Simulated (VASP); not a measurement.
Here is a VASP 6.6.1 calculation.

Contents of run.py:

```python
from ase import Atoms
from ase.calculators.vasp import Vasp
from ase.filters import FrechetCellFilter
from ase.optimize import LBFGS

atoms = Atoms(
    ['Re', 'Re'],
    cell=[[2.6456303883, 0.0, 0.0], [-1.3228151941, 2.2911831253, 0.0], [0.0, 0.0, 4.2722216014]],
    scaled_positions=[[0.6666666667, 0.3333333333, 0.75], [0.3333333333, 0.6666666667, 0.25]],
    pbc=True,
)
calc = Vasp(
    directory='calc',
    xc='pbe',
    pp='PBE',
    setups='minimal',
    prec='Accurate',
    encut=580,
    ediff=1e-06,
    ismear=1,
    sigma=0.1,
    lreal=False,
    lasph=True,
    nelm=60,
    algo='Fast',
    isif=2,
    lwave=False,
    lcharg=False,
    lorbit=11,
    lsorbit=True,
    gga_compat=False,
    lmaxmix=4,
    ivdw=4,
    kpts=[8, 8, 5],
    gamma=True,
)
atoms.calc = calc
opt = LBFGS(FrechetCellFilter(atoms), trajectory='relax.traj')
converged = opt.run(fmax=0.02, steps=40)
print('converged:', converged)

print('energy (eV):', atoms.get_potential_energy())
print('free energy (eV):', atoms.get_potential_energy(force_consistent=True))
print('forces (eV/A):')
print(atoms.get_forces())
print('stress (eV/A^3, Voigt):', atoms.get_stress())
print('Fermi level (eV):', calc.get_fermi_level())
print('cell (A, degrees):', atoms.cell.cellpar())
print('volume (A^3):', atoms.get_volume())
print('scaled positions:')
print(atoms.get_scaled_positions())
```

Potentials or basis: VASP PAW PBE potentials, release 64 (Re).

Command:

```console
$ python run.py
```

Task: Predict the space group after relaxing (to 0.05 Å).

Result: P6_3/mmc (No. 194).

Task: What does it give for the relaxed cell?

Result: a = 2.764 Å, b = 2.764 Å, c = 4.468 Å, α = 90.01°, β = 89.99°, γ = 120.00°.

Final structure:
```
Re
1.0
     2.76400   -0.00010    0.00012
    -1.38209    2.39365   -0.00012
     0.00020   -0.00012    4.46815
Re
2
Direct
  0.66673 0.33327 0.75003
  0.33327 0.66673 0.24997
```

Zero-point motion and thermal expansion aren't in these numbers.
